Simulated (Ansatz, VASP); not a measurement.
One calculation of C, two programs

```
C
1.0
     2.49912    0.00000    0.00000
    -1.24956    2.16430    0.00000
     0.00000    0.00000    4.11898
C
4
Cartesian
  0.0000 1.4429 -0.0011
  1.2496 0.7214 2.0584
  0.0000 1.4429 1.5416
  1.2496 0.7214 3.6011
```

Change from the starting cell: strained cell.

Alike in both runs: task relaxation of the atoms; functional PBEsol; k mesh 9 × 9 × 6; occupations gaussian, width 0.02 eV; no spin polarisation.

|  | VASP | Ansatz |
| --- | --- | --- |
| version | VASP 6.6.1 | Ansatz 0.2.0 |
| potentials or method | VASP PAW PBE potentials, release 64 (C) | scalar-relativistic, plane waves, PAW |
| plane-wave cutoff (eV) | 520 | 600 |
| valence electrons in the cell | 16 | 16 |

```tsv
	VASP	Ansatz	Ansatz less VASP
gap on the k mesh at the Fermi level, each at its own relaxed structure (eV)	3.03	3.05	+0.023
```

Ansatz warned: «pseudo_functional_mismatch».

Caveats: an odd mesh through Γ misses points on the zone boundary, where band edges often lie.
